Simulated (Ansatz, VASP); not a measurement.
Ag: VASP beside Ansatz

The input INCAR:

```
PREC = Accurate ; ENCUT = 520
EDIFF = 1E-7 ; ISMEAR = -1
SIGMA = 0.05 ; LREAL = F
LASPH = T ; NELM = 100
ALGO = Normal ; ISIF = 2
LWAVE = F ; LCHARG = F
GGA = PS ; NBANDS = 12
```

File KPOINTS:

```
regular mesh
0
Gamma
  11 11 11
```

Contents of POSCAR:

```
Ag
1.0
   -1.6774414196      1.6774414196      1.6774414196
    1.6774414196     -1.6774414196      1.6774414196
    1.6774414196      1.6774414196     -1.6774414196
Ag
1
Direct
    0.0000000000      0.0000000000      0.0000000000
```

File input.yaml:

```yaml
crystal:
  lattice:
    - [-1.6774414196, 1.6774414196, 1.6774414196]
    - [1.6774414196, -1.6774414196, 1.6774414196]
    - [1.6774414196, 1.6774414196, -1.6774414196]
  atoms:
    - { symbol: Ag, position: [0.0, 0.0, 0.0] }
hamiltonian:
  xc: pbesol
  pseudopotentials: { kind: paw }
kpoints:
  mp_grid: { grid: [11, 11, 11] }
scf:
  occupations: { method: fermi_dirac, width: 0.05 }
output:
  forces: true
  stress: true
  eigenvalues: true
```

Change from the starting cell: volume scaled by 1.04.

Alike in both runs: task single point; functional PBEsol; k mesh 11 × 11 × 11; occupations fermi-dirac, width 0.05 eV; no spin polarisation.

|  | VASP | Ansatz |
| --- | --- | --- |
| version | VASP 6.6.1 | Ansatz 0.2.0 |
| potentials or method | VASP PAW PBE potentials, release 64 (Ag) | Ansatz PAW |
| plane-wave cutoff (eV) | 520 | 420 |
| valence electrons in the cell | 11 | 19 |

Ansatz gave:

- gap on the k mesh at the Fermi level (eV): none
- pressure (GPa): -9.8

Task: Which values does VASP return?

Result: gap on the k mesh at the Fermi level (eV): none; pressure (GPa): -9.9.

A gap of «none» marks a metal or a gap that the smearing closes. The two sets of potentials don't hold the same shells in valence.

Caveats: the PAW data sets were made with another functional, which shifts forces and pressure a little (VASP); the PAW data sets come from PBE, with cores solved anew for the run's functional, which leaves a small shift of forces and pressure (Ansatz).
